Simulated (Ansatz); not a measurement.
Input and command of a plane-wave DFT calculation in Ansatz:

```yaml
crystal:
  lattice:
    - [4.0919516368, 0.0, 0.0]
    - [-2.0459758184, 3.5437340685, 0.0]
    - [0.0, 0.0, 4.9927787]
  atoms:
    - { symbol: Al, position: [0.0, 0.0, 0.0] }
    - { symbol: Al, position: [0.3333333333, 0.6666666667, 0.34992535] }
    - { symbol: Al, position: [0.6666666667, 0.3333333333, 0.65007465] }
    - { symbol: Cu, position: [0.3333333333, 0.6666666667, 0.83951213] }
    - { symbol: Cu, position: [0.6666666667, 0.3333333333, 0.16048787] }
basis:
  ecutwfc: 700
kpoints:
  mp_grid: { grid: [12, 12, 8] }
hamiltonian:
  xc: pbesol
scf:
  occupations: { method: gaussian, width: 0.1 }
output:
  forces: true
  stress: true
  eigenvalues: true
  write_density: true
  write_potential: true
  elf: true
  volumetric_format: npy
```

```bash
ansatz run input.yaml --threads 1 --pin off --max-ram 2560MiB --backend cpu --events-out ev --progress --plain --runs-dir out
```

Processor: Intel(R) Xeon(R) Processor @ 2.50GHz (Skylake/Cascade Lake), 1 thread, on a host shared with other jobs.

Estimate time, memory and problem size.

About 88 s on 1 thread of Intel(R) Xeon(R) Processor @ 2.50GHz (Skylake/Cascade Lake) (shared host), peak memory 0.68 GiB. It solves 29 bands at 131 k points (the mesh reduced by symmetry) with about 3039 plane waves, in 8 SCF iterations.
